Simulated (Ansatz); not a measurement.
Crystal: SnO2.

```
CELL_PARAMETERS angstrom
1.61709 0.93363 4.80059
-1.61709 0.93363 4.80059
0.00000 -1.86726 4.80059
ATOMIC_POSITIONS crystal
Sn 0.50000 0.50000 0.50000
O 0.76283 0.76283 0.76283
O 0.23717 0.23717 0.23717
```

Measurements of this composition are mostly on another form, of space group No. 136.

Base run:

```yaml
Program: Ansatz 0.2.0
Functional: r2SCAN
Potentials_or_basis: Ansatz PAW
Cutoff: 500 eV
Density_cutoff: 2000 eV
k_mesh: 7 × 7 × 7
Occupations: fermi-dirac, width 0.05 eV
Spin: spin-orbit coupling, no magnetisation
```

Its results: band gap on the k mesh 2.45 eV, indirect (least direct gap 2.55 eV); pressure -7.2 GPa; largest force 0.632 eV/Å.

Problem. The run is repeated on the same cell with these changes: functional from r2SCAN to PBEsol; cutoff from 500 eV to 420 eV; density cutoff from 2000 eV to 1680 eV. What comes out?

Solution. Band gap on the k mesh 1.88 eV, indirect (least direct gap 1.99 eV); pressure -5.2 GPa; largest force 0.395 eV/Å.

r2SCAN gives the wider gap, since meta-GGAs in the generalised Kohn-Sham scheme recover part of the derivative discontinuity.

Caveats: the PAW data sets come from PBE, with cores solved anew for the run's functional, which leaves a small shift of forces and pressure.

Not every run made on this cell is shown here.
